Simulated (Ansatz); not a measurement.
input.yaml

```yaml
crystal:
  lattice:
    - [-2.716745761, 2.716745761, 2.716745761]
    - [2.716745761, -2.716745761, 2.716745761]
    - [2.716745761, 2.716745761, -2.716745761]
  atoms:
    - { symbol: Rb, position: [0.0, 0.0, 0.0] }
basis:
  ecutwfc: 420
kpoints:
  mp_grid: { grid: [10, 10, 10] }
hamiltonian:
  xc: pbe
scf:
  occupations: { method: gaussian, width: 0.1 }
output:
  forces: true
  stress: true
  eigenvalues: true
```

Command:
```bash
ansatz run input.yaml --threads 1 --pin off --max-ram 2560MiB --backend cpu --events-out ev --progress --plain --runs-dir out
```

Computed with DFT PBE, scalar-relativistic, plane waves, PAW (Ansatz 0.2.0).

From the run's log, abridged (final results; tables in files aren't shown):

```
the search or the solves at the SCF's close seem to have found levels that the self-consistency loop had missed (the run counts 1). By its estimate they hold under 1e-12 electrons; where the run keeps them, the occupations were computed again with them
SCF 1 converged in 6 iterations: F = -3267.334880 eV  dr2 = 4.96e-9
SCF converged after 6 iterations
Free energy (F): -3267.334880 eV
Harris-Foulkes:  -3267.334880 eV  (|F-HF|=6.87e-10)
Internal energy: -3267.328512 eV  (E = F + TS)
E sigma→0 (E₀):  -3267.331696 eV
Entropy (-TS):   -0.006368 eV (-6.368 meV/atom)
Fermi energy:    2.514606 eV
--- Per-component energies (eV) ---
  E_band       = -113.487440
  E_kinetic    = 191.055103
  E_local      = -682.158437  (includes V_loc(G=0)·N_el)
  E_nonlocal   = 173.709907
  E_hartree    = 188.154715
  E_xc         = -129.444102
  E_vxc        = -135.410675  (∫ρ·V_xc dr)
  E_paw        = -2618.040746  (= ΣΔE_a)
  E_vpaw       = -36.993944  (= ΣTr[D̂ρ^β])
  E_aug_tail   = -0.000001  (compensation charges beyond the density's cutoff)
  E_ewald      = -390.604952
  E_smearing   = -0.006368  (= −TS)
--- Forces (eV/Å), atoms counted from 1 ---
  atom   1  Rb     0.00000000     0.00000000     0.00000000
--- Stress (GPa, compression-positive) ---
        0.460010       0.000000       0.000000
        0.000000       0.460010       0.000000
        0.000000       0.000000       0.460010
  P = ⅓ Tr σ = 0.4600 GPa (4.600 kbar)
--- Band table (eV; the first three rows and the last of 47) ---
  k-point 0: bands = ["-26.3379", "-10.3646", "-10.3646", "-10.3646", "0.3626", "6.2978", "6.2978", "6.2978", "7.3220"]
  k-point 1: bands = ["-26.3371", "-10.3792", "-10.3693", "-10.3647", "0.4953", "6.0970", "6.1205", "6.4243", "7.0826"]
  k-point 2: bands = ["-26.3352", "-10.4168", "-10.3814", "-10.3648", "0.8783", "5.4242", "5.7556", "6.7978", "7.0690"]
  k-point 46: bands = ["-26.3242", "-10.4684", "-10.4684", "-10.4684", "3.6667", "3.6667", "6.1006", "6.1006", "6.1006"]
```

Self-consistency was reached.

Time: 1.6 s on 1 thread of Intel(R) Xeon(R) Platinum 8488C (Sapphire Rapids), on a shared host, peak memory 0.34 GiB.